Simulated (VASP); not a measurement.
# TiS2 in VASP: relaxation of cell and atoms with PBE+D4

Aim: the relaxation of cell and atoms of TiS2 with PBE+D4.

All numbers are computed with VASP 6.6.1; they aren't measurements. Logs are shortened: lines on timing, memory, paths and dates and some standing lists are left out, and cuts for length are marked.

**1. Starting point**

The cell holds a sheet with vacuum, 3 atoms: a = 3.400 Å, b = 3.400 Å, c = 18.860 Å, α = 90.00°, β = 90.00°, γ = 120.00°.

The cell was built by a generator and needn't be a form met in nature.

**2. Relaxation of cell and atoms, PBE+D4**

File INCAR:

```
PREC = Accurate ; ENCUT = 600
EDIFF = 1E-7 ; ISMEAR = 0
SIGMA = 0.08 ; LREAL = False
LASPH = True ; NELM = 120
ALGO = Normal ; ISIF = 3
LWAVE = False ; LCHARG = False
GGA = PE ; IVDW = 13
IBRION = 2 ; NSW = 40
EDIFFG = -0.005 ; LATTICE_CONSTRAINTS = .TRUE. .TRUE. .FALSE.
KPAR = 2
```

File KPOINTS:

```
Automatic mesh
0
Gamma
  12 12 1
```

File POSCAR:

```
TiS2
1.0
    3.4000000000      0.0000000000      0.0000000000
   -1.7000000000      2.9444863700      0.0000000000
    0.0000000000      0.0000000000     18.8600000000
S Ti
2 1
Direct
    0.3333330000      0.6666670000      0.4241781500
    0.6666670000      0.3333330000      0.5758218500
    0.0000000000      0.0000000000      0.5000000000
```

Potentials or basis: VASP PAW PBE potentials, release 64 (S, Ti_sv).

Command:

```bash
$ cat potpaw_PBE.64/S/POTCAR potpaw_PBE.64/Ti_sv/POTCAR > POTCAR
$ mpirun -np 2 vasp_std > vasp.out
```

OUTCAR:

```text
PREC = Accurate
   ENCUT = 600
   EDIFF = 1E-7
   ISMEAR = 0
   LREAL = False
   LASPH = True
   NELM = 120
   ISIF = 3
   GGA = PE
   IVDW = 13
   IBRION = 2
   NSW = 40
   EDIFFG = -0.005

 ion  position               nearest neighbor table
   1  0.333  0.667  0.424-   3 2.43   3 2.43   3 2.43
   2  0.667  0.333  0.576-   3 2.43   3 2.43   3 2.43
   3  0.000  0.000  0.500-   1 2.43   2 2.43   1 2.43   2 2.43   2 2.43   1 2.43

  LATTYP: Found a hexagonal cell.
 ALAT       =     3.4000000000
 C/A-ratio  =     5.5470588235

  Lattice vectors:

 A1 = (   3.4000000000,   0.0000000000,   0.0000000000)
 A2 = (  -1.7000000000,   2.9444863700,   0.0000000000)
 A3 = (   0.0000000000,   0.0000000000,  18.8600000000)

Analysis of symmetry for initial positions (statically):
=====================================================================
 Subroutine PRICEL returns:
 Original cell was already a primitive cell.

 Routine SETGRP: Setting up the symmetry group for a
 hexagonal supercell.

 Subroutine GETGRP returns: Found 12 space group operations
 (whereof 12 operations were pure point group operations)
 out of a pool of 24 trial point group operations.

The static configuration has the point symmetry D_3d.

Analysis of symmetry for dynamics (positions and initial velocities):
=====================================================================
 Subroutine PRICEL returns:
 Original cell was already a primitive cell.

 Routine SETGRP: Setting up the symmetry group for a
 hexagonal supercell.

 Subroutine GETGRP returns: Found 12 space group operations
 (whereof 12 operations were pure point group operations)
 out of a pool of 24 trial point group operations.

The dynamic configuration has the point symmetry D_3d.

 Subroutine INISYM returns: Found 12 space group operations
 (whereof 12 operations are pure point group operations),
 and found     1 'primitive' translations

----------------------------------------------------------------------------------------

                                     Primitive cell

  volume of cell :     188.8122

  direct lattice vectors                    reciprocal lattice vectors
     3.400000000  0.000000000  0.000000000     0.294117647  0.169808903  0.000000000
    -1.700000000  2.944486370  0.000000000     0.000000000  0.339617806  0.000000000
     0.000000000  0.000000000 18.860000000     0.000000000  0.000000000  0.053022269

  length of vectors
     3.400000000  3.399999998 18.860000000     0.339617805  0.339617806  0.053022269
[... 45 lines left out ...]
  0.416667  0.000000  0.000000      6.000000
[... 11 lines left out ...]
  0.333333  0.250000  0.000000     12.000000
  0.333333  0.333333  0.000000      2.000000
   k-points           NKPTS =     19   k-points in BZ     NKDIM =     19   number of bands    NBANDS=     16
   number of dos      NEDOS =    301   number of ions     NIONS =      3
   total plane-waves  NPLWV = 125440
   dimension x,y,z NGX =    28 NGY =   28 NGZ =  160
   dimension x,y,z NGXF=    56 NGYF=   56 NGZF=  320
   ions per type =               2   1
   NGX,Y,Z   is equivalent  to a cutoff of  13.69, 13.69, 14.10 a.u.
   NGXF,Y,Z  is equivalent  to a cutoff of  27.38, 27.38, 28.21 a.u.
 SYSTEM =  unknown system
   PREC   = accura    normal or accurate (medium, high low for compatibility)
   ISTART =      0    job   : 0-new  1-cont  2-samecut
   ICHARG =      2    charge: 1-file 2-atom 10-const
   ISPIN  =      1    spin polarized calculation?
   LNONCOLLINEAR =      F non collinear calculations
   LSORBIT =      F    spin-orbit coupling
   LASPH  =      T    aspherical Exc in radial PAW
   ENCUT  =  600.0 eV  44.10 Ry    6.64 a.u.   6.79  6.79 37.67*2*pi/ulx,y,z
   NELM   =    120;   NELMIN=  2; NELMDL= -5     # of ELM steps
   EDIFF  = 0.1E-06   stopping-criterion for ELM
   LREAL  =      F    real-space projection
   EDIFFG = -.5E-02   stopping-criterion for IOM
   NSW    =     40    number of steps for IOM
   IBRION =      2    ionic relax: 0-MD 1-quasi-New 2-CG
   NFREE  =      1    steps in history (QN), initial steepest desc. (CG)
   ISIF   =      3    stress and relaxation
   ISYM   =      2    0-nonsym 1-usesym 2-fastsym
   POTIM  = 0.5000    time-step for ionic-motion
   TEBEG  =    0.0;   TEEND  =   0.0 temperature during run
   PSTRESS=    0.0 pullay stress
   NELECT =      24.0000    total number of electrons
   NUPDOWN=      -1.0000    fix difference up-down
   EMIN   =  10.00;   EMAX   =-10.00  energy-range for DOS
   EFERMI =   0.00;   METHOD = LEGACY
   ISMEAR =     0;   SIGMA  =   0.08  broadening in eV -4-tet -1-fermi 0-gaus
   EFERMI_NEDOS =   21; number of points for ismear=-14 and -15
   IALGO  =     38    algorithm
   IMIX   =      4    mixing-type and parameters
     AMIX     =   0.40;   BMIX     =  1.00
     AMIX_MAG =   1.60;   BMIX_MAG =  1.00
  volume/ion in A,a.u.               =      62.94       424.72
  Fermi-wavevector in a.u.,A,eV,Ry     =   0.823130  1.555490  9.218536  0.677543
  Thomas-Fermi vector in A             =   1.934587
   LORBIT       =      0    0 simple, 1 ext, 2 COOP (PROOUT), +10 PAW based schemes
   GGA     = PE    functional components
   LHFCALC =     F    Hartree Fock is set to
   AEXX    =    0.0000 exact exchange contribution
   IVDW    =    13    specifies the selected vdW correction
   LEPSILON=     F    determine dielectric tensor
   LRPA    =     F    only Hartree local field effects (RPA)
 conjugate gradient relaxation of ions
 non-spin polarized calculation
 Gauss-broadening in eV      SIGMA  =   0.08
  energy-cutoff  :      600.00
  volume of cell :      188.81
 maximum number of plane-waves:      6345
 NGX is ok and might be reduce to    28
   NGX = 13   NGY = 13   NGZ = 75

--------------------------------------- Ionic step        1  -------------------------------------------

 number of electron      23.9999997 magnetization

 Free energy of the ion-electron system (eV)
  ---------------------------------------------------
  ext. energy  EPLUGINS =         0.00000000
  ---------------------------------------------------
  free energy    TOTEN  =       -19.95553019 eV

  energy without entropy =      -19.95340955  energy(sigma->0) =      -19.95446987

------------------------ aborting loop because EDIFF is reached ----------------------------------------

  DFT-D4 for vdW energy calculation

  Edisp (eV):   -0.66724
[... 155 lines left out ...]
--------------------------------------- Ionic step        5  -------------------------------------------

 number of electron      23.9999996 magnetization

 Free energy of the ion-electron system (eV)
  ---------------------------------------------------
  ext. energy  EPLUGINS =         0.00000000
  ---------------------------------------------------
  free energy    TOTEN  =       -19.95053687 eV

  energy without entropy =      -19.94840330  energy(sigma->0) =      -19.94947008

 E-fermi :  -2.2942     XC(G=0):  -3.6215

 val. band max:       -2.6511679462   @ k =   0.0833   0.0000   0.0000
 cond. band min:      -2.2714845908   @ k =   0.5000  -0.0000   0.0000
 fundamental gap:      0.3796833554
 Fermi energy:        -2.2942274065

 k-point     1 :       0.0000    0.0000    0.0000
  band No.  band energies     occupation
      1     -59.9613      2.00000
      2     -36.1920      2.00000
      3     -36.1373      2.00000
      4     -36.1373      2.00000
      5     -15.9203      2.00000
      6     -14.7018      2.00000
[... 384 lines left out ...]
  FREE ENERGIE OF THE ION-ELECTRON SYSTEM (eV)
  ---------------------------------------------------
  free  energy   TOTEN  =       -20.6267185135 eV

  energy  without entropy=      -20.6245849504  energy(sigma->0) =      -20.62565173

 reached required accuracy - stopping structural energy minimisation
```

CONTCAR:

```text
TiS2
   1.00000000000000
     3.3803370363786907    0.0000000000000000    0.0000000000000000
    -1.6901685181893453    2.9274577440400060    0.0000000000000000
     0.0000000000000000    0.0000000000000000   18.8599999999999994
  S               Ti
     2     1
Direct
     0.3333330000000032    0.6666669999999968    0.4244160057083551
     0.6666669999999968    0.3333330000000032    0.5755839942916450
     1.0000000000000000    0.0000000000000000    0.5000000000000000

  0.00000000E+00  0.00000000E+00  0.00000000E+00
  0.00000000E+00  0.00000000E+00  0.00000000E+00
  0.00000000E+00  0.00000000E+00  0.00000000E+00
```

Run time: 3.8 min. Hardware: 2 MPI ranks of AMD EPYC 7R13 (Zen 3), shared host; peak memory 0.37 GiB.

What came out:

| Property | Result |
| --- | --- |
| Free energy | -20.6267 eV |
| Relaxed volume | 62.21 Å³/atom |
| Relaxed cell | a = 3.380 Å, b = 3.380 Å, c = 18.860 Å, α = 90.00°, β = 90.00°, γ = 120.00° |
| Space group after relaxing (to 0.05 Å) | P-3m1 (No. 164) |
| Energy gained by relaxing | 1.3 meV/atom |
| Ionic steps | 5 |
| Band gap on the k mesh | none (metal or under the smearing width) |
| Dispersion energy per atom | -0.225 eV |

Forces on the atoms (eV/Å):
```
S    0.000  0.000 -0.003
S    0.000  0.000  0.003
Ti   0.000  0.000  0.000
```

The path:
| step | energy change (eV) | largest force (eV/Å) | pressure (GPa) | volume (Å³) |
| --- | --- | --- | --- | --- |
| 1 | 0.0000 | 0.1548 | -0.44 | 188.81 |
| 2 | -0.0027 | 0.0977 | 0.26 | 185.46 |
| 3 | -0.0039 | 0.0059 | 0.00 | 186.65 |
| 4 | -0.0039 | 0.0092 | 0.01 | 186.61 |
| 5 | -0.0039 | 0.0029 | 0.00 | 186.63 |

Final structure:
```
S Ti
1.0
     3.38034    0.00000    0.00000
    -1.69017    2.92746    0.00000
     0.00000    0.00000   18.86000
S Ti
2 1
Direct
  0.33333 0.66667 0.42442
  0.66667 0.33333 0.57558
  0.00000 0.00000 0.50000
```
